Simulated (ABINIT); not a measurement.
The system is ZnSe (Stilleite).

```
Se Zn
1.0
     0.00000    2.83380    2.83380
     2.83380    0.00000    2.83380
     2.83380    2.83380    0.00000
Se Zn
1 1
Direct
  0.75000 0.75000 0.75000
  0.00000 0.00000 0.00000
```

Program: ABINIT 10.8.3 (patched build). Alike in all runs: task single point; level HSE06; potentials or basis SG15 NC PBE v1.2; no spin polarisation; cell as given; k mesh 3 × 3 × 3; cutoff (eV) 952; smearing fermi-dirac 0.05 eV; the mesh is coarse, so values aren't converged.

**Question.** Order these runs on this cell by their band gap on the k mesh, lowest first.
A. share of exact exchange 0.35
B. share of exact exchange 0.05
C. share of exact exchange 0.5
D. share of exact exchange 0.15
E. share of exact exchange 0.25

**Answer.** B (1.37 eV), D (1.81 eV), E (2.26 eV), A (2.71 eV), C (3.41 eV).

Caveats: all runs use coarse meshes; exact exchange is summed on a coarse mesh, which widens gaps by tenths of an eV; Libxc's HSE differs a little from that of other programs.
